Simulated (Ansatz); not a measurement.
Reactions of GeH7NOSi (`O[SiH2][NH][GeH3]`).

Computed with Ansatz on PBE0-D4/def2-TZVP structures; ΔE is electronic, products minus reactants. CCSD(T)/CBS adds triple-zeta CCSD(T) − MP2 to the extrapolated MP2 energy (def2 sets, frozen cores). This one scheme is used for every species. Open shells (•) are unrestricted, without spin–orbit coupling. For Ge outer-core shells are correlated without core-valence functions, which leaves a few kJ/mol of doubt a bond. Scalar relativity is left out up to krypton. Each species was taken in one conformer, which may not be the lowest.

(1) Order these by ΔE at CCSD(T)/CBS, lowest first. (Best estimate.)
A. `O[SiH2][NH][GeH3]` → `[OH][GeH2][NH][SiH3]`
B. `O[SiH2][NH][GeH3]` → `[GeH3]`• + `[NH][SiH2]O`•
C. `O[SiH2][NH][GeH3]` + `OCc1ccccc1` → `[GeH3][c]1ccccc1` + `OCN[SiH2]O`
D. `O[SiH2][NH][GeH3]` + H₂ → `[SiH3][NH][GeH3]` + H₂O
E. `O[SiH2][NH][GeH3]` + `C[SiH](O)O` → `C[SiH](O)O[SiH2]O` + `[NH2][GeH3]`
F. `O[SiH2][NH][GeH3]` + `C=C[SiH2]S[SiH3]` → `C=C[SiH2][S][GeH3]` + `O[SiH2]N[SiH3]`
G. `O[SiH2][NH][GeH3]` + CH₃OH → `CO[SiH2][NH][GeH3]` + H₂O
H. `O[SiH2][NH][GeH3]` + SiH₄ → `[SiH3][SiH2][NH][GeH3]` + H₂O

Largest T1 diagnostic: 0.014, for `[NH][SiH2]O`•.

Answers

(1) E (-12.3 kcal/mol), F (-8.0 kcal/mol), G (-0.6 kcal/mol), C (+9.6 kcal/mol), A (+16.2 kcal/mol), D (+21.4 kcal/mol), H (+26.7 kcal/mol), B (+99.5 kcal/mol).
